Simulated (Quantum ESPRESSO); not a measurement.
**Ag under changes of volume**

One of the cells (17.048 Å³/atom); the others are scaled copies at fixed shape and fractional positions:

```
Ag
1.0
     0.00000    2.04275    2.04275
     2.04275    0.00000    2.04275
     2.04275    2.04275    0.00000
Ag
1
Direct
  0.00000 0.00000 0.00000
```

* Program: Quantum ESPRESSO 7.5
* Functional: PBEsol
* Potentials or basis: GBRV 1.5 PBEsol
* Cutoff: 612 eV
* Density cutoff: 4898 eV
* k mesh: 11 × 11 × 11
* Occupations: fermi-dirac, width 0.05 eV
* Spin: no spin polarisation

| volume (Å³/atom) | energy over the lowest point (meV/atom) | pressure (GPa) |
| --- | --- | --- |
| 16.025 | 9.29 | 3.9 |
| 16.366 | ? | ? |
| 16.707 | 0.00 | -1.6 |
| 17.048 | 3.49 | -3.9 |
| 17.389 | 11.52 | -5.8 |
| 17.730 | 23.35 | -7.4 |
| 18.071 | 38.50 | -8.8 |

**Question.** What does the run at 16.366 Å³/atom give?

**Answer.** Energy over the lowest point 1.72 meV/atom; pressure 0.9 GPa.

Worked out: A Birch-Murnaghan fit of order 3 (a polynomial in V^(-2/3)) to the other rows has its minimum at 16.64 Å³/atom with B0 = V·E''(V) = 122 GPa and B' = 6.1. It gives 1.64 meV/atom at 16.366 Å³/atom, against the run's 1.72, and -dE/dV = 2.1 GPa, against 0.9.

Energies are extrapolated to zero smearing.
